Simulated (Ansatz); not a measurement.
# 1T-SiSTe monolayer in a perpendicular field, part 2 of 3

Wanted: the out-of-plane response of the 1T-SiSTe monolayer. A positive field points along +c.

Ansatz 0.2.0; plane-wave DFT, LDA, Ansatz PAW (the session's first sound run).

So far. Step 2 (Relaxing the slab): The lattice constant a goes from 3.361 to 3.459 Å.

### Step 3. Single point, field 0

A sawtooth potential applies the field, turning back in the middle of the vacuum. With the dipole correction the typed value is the field outside the slab. The induced dipole is small, so the SCF threshold is tight.

The cell differs from the one that the last finished run ended in (c 35.605 → 20.988 Å).

Contents of input.yaml:

```yaml
crystal:
  lattice:
    - [3.4591095535, 0.0, 0.0]
    - [-1.7295547768, 2.9956767478, 0.0]
    - [0.0, 0.0, 20.9882734852]
  atoms:
    - { symbol: Te, position: [0.6666666667, 0.3333333333, 0.4288108789] }
    - { symbol: Si, position: [0.0, 0.0, 0.5126055726] }
    - { symbol: S, position: [0.3333333333, 0.6666666667, 0.5711891211] }
kpoints:
  mp_grid: { grid: [18, 18, 1] }
  band_path:
    path: [[0, 0, 0], [0.5, 0, 0], [0.33333333, 0.33333333, 0], [0, 0, 0]]
    npoints: 16
hamiltonian:
  xc: lda
scf:
  occupations: { method: fermi_dirac, width: 0.02585 }
  convergence: { dr2_threshold: 1.0e-10 }
efield:
  axis: 3
  dipole_correction: true
  ramp_position: 0.97
  ramp_width: 0.06
  amplitude: 0
output:
  dos: { projected: true, e_range: [-6, 5] }
  bader: true
  write_potential: true
  write_density: true
  volumetric_format: npy
  elf: true
```

Started as:

```
$ ansatz run input.yaml --threads 2 --pin off --max-ram 3072MiB --backend cpu --events-out ev --progress --plain --runs-dir out
```

Numbers of over 12 decimals in the logs are rounded to 6 here.

The program printed:

```text
[...]
Crystal: 3 atoms, lattice volume = 217.488 Å³
Basis set: ecut = 420 eV, 4253 PW (Γ)
Bands: 17, of which v1, the nominal top of the filled ones, is band 13 counted from 1 (12 counted from 0)
Symmetry: 6 space group operations
[...]
k-points: 37 of 324 (time reversal used)
[...]
SCF iter   1: F=—  HF=-8305.810380 eV  |F-HF|=—  |Δ(HF+E_count)|=         —  Δρ=3.23e-3  dr2=3.62e-2  ethr=1.77e-3  p=-0.055 e·Å  D=-4.62e-2 V/Å  ΔV_dip=0.97 eV  dr2_dipole=6.59e-3  V_vac-E_F(+/−)=5.19/4.22 eV  ⟨swp⟩=10.5  Hψ=4900  notcnv=0
efield: sawtooth ramp at fractional position 0.9700 (set: `efield.ramp_position`, or a place that a band, a saddle search or an elastic batch's reference lends), width 0.0600; the density the first Hamiltonian is built on has a dipole p = -0.055 e·Å; the dipole correction subtracts the counter field D = -4.62e-2 V/Å, which shifts the + side's vacuum level by +0.97 eV against the − side's; the planar-averaged density in the ramp window peaks in size at 9.7e-6 e/Å³
[...]
SCF iter   2: F=—  HF=-8305.807481 eV  |F-HF|=—  |Δ(HF+E_count)|=   2.90e-3  Δρ=1.04e-3  dr2=1.19e-2  ethr=1.39e-4  p=-0.026 e·Å  D=-2.19e-2 V/Å  ΔV_dip=0.46 eV  dr2_dipole=3.14e-3  V_vac-E_F(+/−)=5.07/4.61 eV  ⟨swp⟩=3.4  Hψ=1426  notcnv=0
[...]
SCF iter   9: F=-8305.805713 eV  HF=-8305.805713 eV  |F-HF|=7.28e-12  |Δ(HF+E_count)|=  1.86e-10  Δρ=7.39e-8  dr2=1.49e-11  ethr=1.00e-12  p=-0.037 e·Å  D=-3.04e-2 V/Å  ΔV_dip=0.64 eV  dr2_dipole=3.31e-14  V_vac-E_F(+/−)=5.13/4.49 eV  ⟨swp⟩=4.4  Hψ=1980  notcnv=0
SCF 1 converged in 9 iterations: F = -8305.805713 eV  dr2 = 1.49e-11
[...]
NSCF: frozen V_eff on 49 k-points
efield: sawtooth ramp at fractional position 0.9700 (kept from the solve that this one continues, or follows in the run), width 0.0600; the density the first Hamiltonian is built on has a dipole p = -0.037 e·Å; the dipole correction subtracts the counter field D = -3.04e-2 V/Å, which shifts the + side's vacuum level by +0.64 eV against the − side's; the planar-averaged density in the ramp window peaks in size at 3.2e-6 e/Å³
[...]
SCF converged after 9 iterations
Free energy (F): -8305.805713 eV
[...]
Internal energy: -8305.803653 eV  (E = F + TS)
E sigma→0 (E₀):  -8305.804683 eV
Entropy (-TS):   -0.002060 eV (-0.687 meV/atom)
Fermi energy:    -0.683279 eV
Dipole field:    D = -0.030374 V/Å  (p = -0.036507 e·Å, saw-weighted, corrected)
Work function:   Φ+ = 5.1292 eV   Φ− = 4.4917 eV
Levels:          The Fermi level and band energies are counted from a zero that moves with the ramp; work functions are not
[...]
--- Band table (eV; the first three rows and the last of 37) ---
  k-point 0: bands = [... 9 lower, -3.2566, -3.2566, -0.1529, -0.1529, 0.2896, 2.5378, 2.8087, 2.8087]
  k-point 1: bands = [... 9 lower, -3.4440, -3.3316, -0.5651, -0.1833, 0.5663, 2.5655, 2.7516, 2.8617]
  k-point 2: bands = [... 9 lower, -3.5305, -3.3826, -1.4221, -0.2928, 0.9733, 2.3302, 2.9746, 3.0381]
  k-point 36: bands = [... 9 lower, -6.1034, -6.0966, -3.3354, -2.6306, -0.2475, 3.0479, 3.8566, 4.2996]
--- Bader charges: 3 sites ---
  site symbol  charge [e]  shift [e]
     0     Te     -0.3190     0.0014
     1     Si      1.3473     0.0080
     2      S     -1.0283     0.0094
  estimated error of the sums over rays = 4.6e-4 e
```

Run time: 23 s. Hardware: 2 threads of Arm Neoverse V1, shared host; peak memory 0.47 GiB; 45 s of CPU time.

This step gave:

| Item | Value |
| --- | --- |
| energy at zero smearing | -8305.8047 eV |
| work function, upper face | 5.129 eV |
| work function, lower face | 4.492 eV |
| dipole along the normal | -0.03651 e·Å |
| step between the vacuum levels | 0.6375 eV |

Running mean over a fixed 2.8 Å (it still follows the layers) of the planar mean; the ramp of the sawtooth is left out. Table of electron's electrostatic potential energy less the Fermi level by z:

z (Å), electron's electrostatic potential energy less the Fermi level (eV) and a bar from the least value:
```
      3.0       4.49 #############################
      3.5       4.49 #############################
      4.0       4.49 #############################
      4.5       4.49 #############################
      5.0       4.49 ############################
      5.5       4.47 ############################
      6.0       4.40 ############################
      6.5       4.11 ############################
      7.0       3.04 #########################
      7.5       1.77 ######################
      8.0       0.74 ####################
      8.5      -0.89 ################
      9.0      -2.55 ############
      9.5      -4.61 #######
     10.0      -5.75 #####
     10.5      -7.05 ##
     11.0      -7.69 
     11.5      -7.04 ##
     12.0      -4.98 ######
     12.5      -2.22 #############
     13.0       0.26 ###################
     13.5       2.61 ########################
     14.0       4.38 ############################
     14.5       4.97 ##############################
     15.0       5.10 ##############################
     15.5       5.12 ##############################
     16.0       5.13 ##############################
     16.5       5.13 ##############################
     17.0       5.13 ##############################
     17.5       5.13 ##############################
     18.0       5.13 ##############################
```

The density of states has structure finer than the step of the table below, so its rows give means over 0.25 eV, whole bins alone (the curve runs from -6 to 1.99 eV). Peaks (eV: height): -4.020: 6.76, -2.690: 5.62, -2.250: 9.56, -1.950: 2.13, 0.510: 2.84.

Density of states against energy, zero at the Fermi level; means over each step:

| energy (eV) | density of states (states/eV a cell) |
| --- | --- |
| -5.75 | 0.939 |
| -5.50 | 1.57 |
| -5.25 | 1.40 |
| -5.00 | 1.54 |
| -4.75 | 1.40 |
| -4.50 | 1.41 |
| -4.25 | 2.05 |
| -4.00 | 3.39 |
| -3.75 | 1.31 |
| -3.50 | 0.996 |
| -3.25 | 0.840 |
| -3.00 | 1.11 |
| -2.75 | 2.91 |
| -2.50 | 1.78 |
| -2.25 | 4.07 |
| -2.00 | 1.23 |
| -1.75 | 1.60 |
| -1.50 | 1.19 |
| -1.25 | 0.995 |
| -1.00 | 1.05 |
| -0.75 | 0.917 |
| -0.50 | 0.988 |
| -0.25 | 0.982 |
| 0.00 | 1.000 |
| 0.25 | 1.12 |
| 0.50 | 1.76 |
| 0.75 | 1.05 |
| 1.00 | 0.820 |
| 1.25 | 0.850 |
| 1.50 | 0.920 |
| 1.75 | 0.743 |

Projected DOS per atom over height of the atomic layer and energy from the Fermi level. Layers: Te Si S from below.

Ten even steps from '_' (0.07 states/eV) to '@' (1.51 states/eV), each cell a mean:
```
______
..::..
....__
::::..
--::..
::..__
::..__
--____
==____
==__..
**__--
@@__##
##__**
==__==
____::
....--
==--@@
::::++
..::==
..::==
::::==
......
```
Columns: height of the atomic layer (Å) from 9 to 12.0 (not evenly spaced); rows upwards: energy from the Fermi level (eV) from -5.96 to 1.96.

Electronic bands along the path, in eV, zero at the Fermi level:

| point | band 10 | band 11 | band 12 | band 13 | band 14 | band 15 | band 16 | band 17 |
| --- | --- | --- | --- | --- | --- | --- | --- | --- |
| Γ | -2.57 | -2.57 | 0.53 | 0.53 | 0.97 | 3.22 | 3.49 | 3.49 |
| halfway | -3.54 | -3.23 | -2.31 | -0.20 | 0.79 | 3.21 | 4.41 | 4.48 |
| M | -4.19 | -3.91 | -2.29 | -0.90 | -0.78 | 2.55 | 3.80 | 4.23 |
| halfway | -5.36 | -4.09 | -2.41 | -2.06 | 0.43 | 3.51 | 3.83 | 4.37 |
| K | -5.42 | -5.41 | -2.65 | -1.95 | 0.44 | 3.73 | 4.54 | 4.98 |
| halfway | -4.82 | -2.96 | -2.40 | -1.31 | 1.62 | 3.38 | 3.86 | 4.57 |
| Γ | -2.57 | -2.57 | 0.53 | 0.53 | 0.97 | 3.22 | 3.49 | 3.49 |

The electronic bands as a text plot (rows in eV, shown from -8.0 to 3.5 only):

```
    3.3 |****  ******             *          ********************
    2.8 |    **      *************
    2.3 |
    1.8 |    ***                                    *********
    1.3 |  **   ***                             ****         ***
    0.9 |**        *                         ***                *
    0.4 |*******    **            ***********               *****
   -0.1 |  *    ****  **        **                       *** **
   -0.6 |   *       ************                       **   *
   -1.1 |    **           *****                       *   **
   -1.5 |      *               ***             *******   *
   -2.0 |       *    *******    ***************        **
   -2.5 |************       ****  **********       **************
   -3.0 |******* **                         ******* **    *******
   -3.5 |   *   *****                            ***     *  *
   -3.9 |    **      ***************            *      ** **
   -4.4 |      *        *   *****   **       ***      *  *
   -4.9 |       ***              *    **    *   *********
   -5.4 |          **             ***   ********   ***
   -5.8 |            ****            ***        ***
   -6.3 |                ***      **************
   -6.8 |**********         ******                    ***********
   -7.3 |          **                               **
   -7.8 |            ***                         ***
         Γ                   M           K                      Γ
```

Electrostatic potential energy in the ca plane at fractional y = 0.000, with atoms of Si within 0.2 Å of it. With pseudopotentials it is smooth inside the atoms' cores, unlike the true potential.

Values in eV, 5 rows by 16 columns, each cell a mean:
```
  4   4   4   4   3   1  -5 -26 -13   2   4   4   4   4   4   4
  4   4   4   4   3  -5  -4  -6  -3   1   4   4   4   4   4   4
  4   4   4   4   2 -10  -8   0  -3  -1   4   4   4   4   4   4
  4   4   4   4   3  -2  -3 -11  -5   2   4   4   4   4   4   4
  4   4   4   4   3   2  -6 -28 -15   2   4   4   4   4   4   4
```
Columns run along c (16.0 Å, from fractional 0.16 to 0.92 of the cell; values clipped at the 3rd and 97th percentile), rows up along a (3.5 Å). Atoms in or near the plane, at fractional coordinates: Si at (0.51, 0.00).

ELF in the ca plane at fractional y = 0.000, with atoms of Si within 0.2 Å of it. It is the smooth field of the valence electrons, not physical close to the nuclei.

Ten even steps from '0' (0.00) to '9' (0.75), each cell a mean:
```
00000000000000112476445531000000000000000000
00000000000013444689668753210000000000000000
00000000001257776777668887642000000000000000
00000000001479876664336899974200000000000000
00000000002579876664236899985200000000000000
00000000001368876776457898863100000000000000
00000000000135666788778865421000000000000000
00000000000011223588547642100000000000000000
00000000000000001475453531000000000000000000
```
Columns run along c (16.0 Å, from fractional 0.16 to 0.92 of the cell), rows up along a (3.5 Å). Atoms in or near the plane, at fractional coordinates: Si at (0.51, 0.00).

Valence density in the ca plane at fractional y = 0.000, with atoms of Si within 0.2 Å of it. It is the smooth field of the valence electrons, not physical close to the nuclei.

Values in e/Å³, 5 rows by 16 columns, each cell a mean:
```
0.00 0.00 0.00 0.00 0.03 0.11 0.28 0.29 0.28 0.07 0.01 0.00 0.00 0.00 0.00 0.00
0.00 0.00 0.00 0.00 0.06 0.29 0.34 0.27 0.34 0.17 0.02 0.00 0.00 0.00 0.00 0.00
0.00 0.00 0.00 0.01 0.08 0.42 0.38 0.18 0.37 0.24 0.02 0.00 0.00 0.00 0.00 0.00
0.00 0.00 0.00 0.00 0.05 0.23 0.31 0.32 0.33 0.13 0.01 0.00 0.00 0.00 0.00 0.00
0.00 0.00 0.00 0.00 0.02 0.09 0.27 0.22 0.26 0.06 0.01 0.00 0.00 0.00 0.00 0.00
```
Columns run along c (16.0 Å, from fractional 0.16 to 0.92 of the cell), rows up along a (3.5 Å). Atoms in or near the plane, at fractional coordinates: Si at (0.51, 0.00).

The work function of the upper face is 5.13 eV.

### Step 4. Single point, field 0.1 V/Å

Edit input.yaml of step 3 so:

```diff
@@ -24,6 +24,4 @@
   ramp_width: 0.06
-  amplitude: 0
+  amplitude: 0.1
 output:
-  dos: { projected: true, e_range: [-6, 5] }
-  bader: true
   write_potential: true
@@ -31,2 +29 @@
   volumetric_format: npy
-  elf: true
```

The program printed:

```text
[...]
Crystal: 3 atoms, lattice volume = 217.488 Å³
Basis set: ecut = 420 eV, 4253 PW (Γ)
Bands: 17, of which v1, the nominal top of the filled ones, is band 13 counted from 1 (12 counted from 0)
Symmetry: 6 space group operations
[...]
k-points: 37 of 324 (time reversal used)
[...]
--- Band table (eV; the first three rows and the last of 37) ---
  k-point 0: bands = [... 9 lower, -3.2649, -3.2649, -0.1707, -0.1707, 0.2770, 2.4411, 2.7944, 2.7944]
  k-point 1: bands = [... 9 lower, -3.4573, -3.3400, -0.5830, -0.2011, 0.5532, 2.4939, 2.7038, 2.8475]
  k-point 2: bands = [... 9 lower, -3.5391, -3.3958, -1.4400, -0.3106, 0.9586, 2.2994, 2.8764, 3.0242]
  k-point 36: bands = [... 9 lower, -6.1166, -6.1113, -3.3445, -2.6517, -0.2644, 3.0269, 3.8471, 4.2832]
[key lines of the parts left out:]
SCF converged after 10 iterations
Free energy (F): -8305.803595 eV
Fermi energy:    -0.697911 eV
Dipole field:    D = -0.004860 V/Å  (p = -0.005841 e·Å, saw-weighted, corrected)
```

Elapsed: 13 s, on 2 threads; peak memory 0.46 GiB; 26 s of CPU time.

The dipole is -0.00584 e·Å, 0.0307 e·Å from its value without field.

### Step 5. Single point, field -0.1 V/Å

Edit input.yaml of step 4 so:

```diff
@@ -24,3 +24,3 @@
   ramp_width: 0.06
-  amplitude: 0.1
+  amplitude: -0.1
 output:
```

The program printed:

```text
[...]
Crystal: 3 atoms, lattice volume = 217.488 Å³
Basis set: ecut = 420 eV, 4253 PW (Γ)
Bands: 17, of which v1, the nominal top of the filled ones, is band 13 counted from 1 (12 counted from 0)
Symmetry: 6 space group operations
[...]
k-points: 37 of 324 (time reversal used)
[...]
--- Band table (eV; the first three rows and the last of 37) ---
  k-point 0: bands = [... 9 lower, -3.2492, -3.2492, -0.1360, -0.1360, 0.3007, 2.6160, 2.8220, 2.8220]
  k-point 1: bands = [... 9 lower, -3.4317, -3.3241, -0.5481, -0.1665, 0.5778, 2.6081, 2.8068, 2.8749]
  k-point 2: bands = [... 9 lower, -3.5227, -3.3704, -1.4052, -0.2760, 0.9864, 2.3530, 3.0511, 3.0570]
  k-point 36: bands = [... 9 lower, -6.0912, -6.0829, -3.3272, -2.6105, -0.2316, 3.0678, 3.8645, 4.3147]
[key lines of the parts left out:]
SCF converged after 10 iterations
Free energy (F): -8305.810896 eV
Fermi energy:    -0.669621 eV
Dipole field:    D = -0.055868 V/Å  (p = -0.067149 e·Å, saw-weighted, corrected)
```

Elapsed: 13 s, on 2 threads; peak memory 0.46 GiB.

The dipole is -0.0671 e·Å, -0.0306 e·Å from its value without field.

### Step 6. Single point, field 0.5 V/Å

Edit input.yaml of step 5 so:

```diff
@@ -24,3 +24,3 @@
   ramp_width: 0.06
-  amplitude: -0.1
+  amplitude: 0.5
 output:
```

The program printed:

```text
[...]
Crystal: 3 atoms, lattice volume = 217.488 Å³
Basis set: ecut = 420 eV, 4253 PW (Γ)
Bands: 17, of which v1, the nominal top of the filled ones, is band 13 counted from 1 (12 counted from 0)
Symmetry: 6 space group operations
[...]
k-points: 37 of 324 (time reversal used)
[...]
--- Band table (eV; the first three rows and the last of 37) ---
  k-point 0: bands = [... 9 lower, -3.3081, -3.3081, -0.2520, -0.2520, 0.2092, 1.7225, 2.5478, 2.7275]
  k-point 1: bands = [... 9 lower, -3.5210, -3.3836, -0.6652, -0.2824, 0.4818, 1.7837, 2.5466, 2.6899]
  k-point 2: bands = [... 9 lower, -3.5839, -3.4588, -1.5217, -0.3916, 0.8789, 1.8872, 2.3711, 2.9059]
  k-point 36: bands = [... 9 lower, -6.1798, -6.1798, -3.3904, -2.7455, -0.3420, 2.9303, 3.7940, 4.2039]
[key lines of the parts left out:]
SCF converged after 10 iterations
Free energy (F): -8305.825844 eV
Fermi energy:    -0.766482 eV
Dipole field:    D = 0.097529 V/Å  (p = 0.117222 e·Å, saw-weighted, corrected)
```

The job ended after 14 s (2 threads; peak memory 0.46 GiB).

The dipole is 0.117 e·Å, 0.154 e·Å from its value without field.

### Step 7. Atoms held, field -0.3 V/Å

Edit input.yaml of step 6 so:

```diff
@@ -24,4 +24,6 @@
   ramp_width: 0.06
-  amplitude: 0.5
+  amplitude: -0.3
 output:
+  dos: { projected: true, e_range: [-6, 5] }
+  bader: true
   write_potential: true
@@ -29 +31,2 @@
   volumetric_format: npy
+  elf: true
```

The program printed:

```text
[...]
Crystal: 3 atoms, lattice volume = 217.488 Å³
Basis set: ecut = 420 eV, 4253 PW (Γ)
Bands: 17, of which v1, the nominal top of the filled ones, is band 13 counted from 1 (12 counted from 0)
Symmetry: 6 space group operations
[...]
k-points: 37 of 324 (time reversal used)
[...]
k-point 2: bands = [... 9 lower, -3.5101, -3.3490, -1.3743, -0.2454, 1.0080, 2.3808, 3.0743, 3.1497]
  k-point 36: bands = [... 9 lower, -6.0699, -6.0583, -3.3135, -2.5729, -0.2028, 3.1040, 3.8758, 4.3410]
--- Bader charges: 3 sites ---
  site symbol  charge [e]  shift [e]
     0     Te     -0.3013     0.0015
     1     Si      1.3436     0.0080
     2      S     -1.0423     0.0094
  estimated error of the sums over rays = 4.3e-4 e
[key lines of the parts left out:]
SCF converged after 10 iterations
Free energy (F): -8305.830452 eV
Fermi energy:    -0.645186 eV
Dipole field:    D = -0.106837 V/Å  (p = -0.128409 e·Å, saw-weighted, corrected)
```

Run time: 24 s. Hardware: 2 threads; peak memory 0.46 GiB; 47 s of CPU time.

The dipole is -0.128 e·Å, -0.0919 e·Å from its value without field.

### Step 8. Response, atoms held

This step: plane-wave DFT, LDA, Ansatz PAW; response to a field along the normal, atoms held (Ansatz 0.2.0).

The dipoles give the slope, and the difference of two potentials shows where the field is screened.

Numbers from this step:

```yaml
equivalent_conductor_thickness_p_eps_0ae: 5.353 Å
distance_between_the_outer_atoms: 2.988 Å
```

Table of dipole of the cell by applied field:

| applied field (V/Å) | dipole of the cell (e·Å) |
| --- | --- |
| -0.300 | -0.128 |
| -0.100 | -0.0671 |
| 0.000 | -0.0365 |
| 0.100 | -0.00584 |
| 0.500 | 0.117 |

Local field over the applied field, running mean. From the potentials at -0.1 and 0.1 V/Å; running mean over 2.5 Å. The local field over applied field by z:

| z (Å) | local field over applied field |
| --- | --- |
| 4.08 | 0.999 |
| 4.37 | 0.998 |
| 4.81 | 0.995 |
| 5.10 | 0.990 |
| 5.54 | 0.976 |
| 5.83 | 0.956 |
| 6.12 | 0.924 |
| 6.56 | 0.843 |
| 6.85 | 0.763 |
| 7.14 | 0.667 |
| 7.58 | 0.513 |
| 7.87 | 0.408 |
| 8.31 | 0.259 |
| 8.60 | 0.170 |
| 8.89 | 0.100 |
| 9.33 | 0.0463 |
| 9.62 | 0.0370 |
| 9.91 | 0.0332 |
| 10.35 | 0.0283 |
| 10.64 | 0.0321 |
| 11.08 | 0.0551 |
| 11.37 | 0.0814 |
| 11.66 | 0.118 |
| 12.10 | 0.203 |
| 12.39 | 0.285 |
| 12.68 | 0.382 |
| 13.12 | 0.540 |
| 13.41 | 0.643 |
| 13.85 | 0.784 |
| 14.14 | 0.860 |
| 14.43 | 0.916 |
| 14.87 | 0.964 |
| 15.16 | 0.981 |
| 15.45 | 0.990 |
| 15.89 | 0.996 |
| 16.18 | 0.998 |
| 16.62 | 0.999 |
| 16.91 | 1.000 |

Electrons, planar mean, per unit field. Table of induced electron density by z:

| z (Å) | induced electron density (e/Å³ per V/Å) |
| --- | --- |
| 4.08 | 3.6e-6 |
| 4.37 | 7.2e-6 |
| 4.81 | 2.1e-5 |
| 5.10 | 4.1e-5 |
| 5.54 | 1.1e-4 |
| 5.83 | 2.1e-4 |
| 6.12 | 3.8e-4 |
| 6.56 | 8.8e-4 |
| 6.85 | 0.00145 |
| 7.14 | 0.00222 |
| 7.58 | 0.00337 |
| 7.87 | 0.00348 |
| 8.31 | 0.00167 |
| 8.60 | 7.3e-4 |
| 8.89 | 6.4e-4 |
| 9.33 | 5.1e-4 |
| 9.62 | 4.5e-4 |
| 9.91 | -5.1e-4 |
| 10.35 | -0.00121 |
| 10.64 | -2.3e-4 |
| 11.08 | 0.00103 |
| 11.37 | 3.1e-4 |
| 11.66 | -7.8e-4 |
| 12.10 | -0.00104 |
| 12.39 | -0.00176 |
| 12.68 | -0.00306 |
| 13.12 | -0.00335 |
| 13.41 | -0.00255 |
| 13.85 | -0.00132 |
| 14.14 | -7.6e-4 |
| 14.43 | -4.2e-4 |
| 14.87 | -1.6e-4 |
| 15.16 | -8.1e-5 |
| 15.45 | -4.0e-5 |
| 15.89 | -1.4e-5 |
| 16.18 | -6.7e-6 |
| 16.62 | -2.2e-6 |
| 16.91 | -1.1e-6 |

By hand: between -0.1 and 0.1 V/Å the dipole changes by 0.06131 e·Å, a slope of 0.3065 e·Å²/V. A perfect conductor of thickness t has p = ε₀AEt, so t = 180.95 × 0.3065 / 10.362 = 5.35 Å (e/ε₀ = 180.95 V·Å, A in Å²).

The induced dipole is that of a conductor 5.35 Å thick.

(Continued in part 3 of 3.)

[Logs are printed without paths, hosts, clocks, repeated set-up lines and the standing remarks that a program may print on its own settings, such as how far it seeks lower states.]

[Hosts, paths, dates, database ids (printed as entryN), source tags and the programs' standing remarks are cut or masked in the printed files.]

[Maps of the electrostatic potential energy from Ansatz leave out the sawtooth potential of an applied field or a dipole correction, so their vacuum need not be flat; planar profiles and work functions include it.]

[The density of states shown here was stored with 400 of the rows of the run's finer table, so its peaks can read low, often by over a quarter, or be missed, and its means over a window can be off by a tenth or more.]
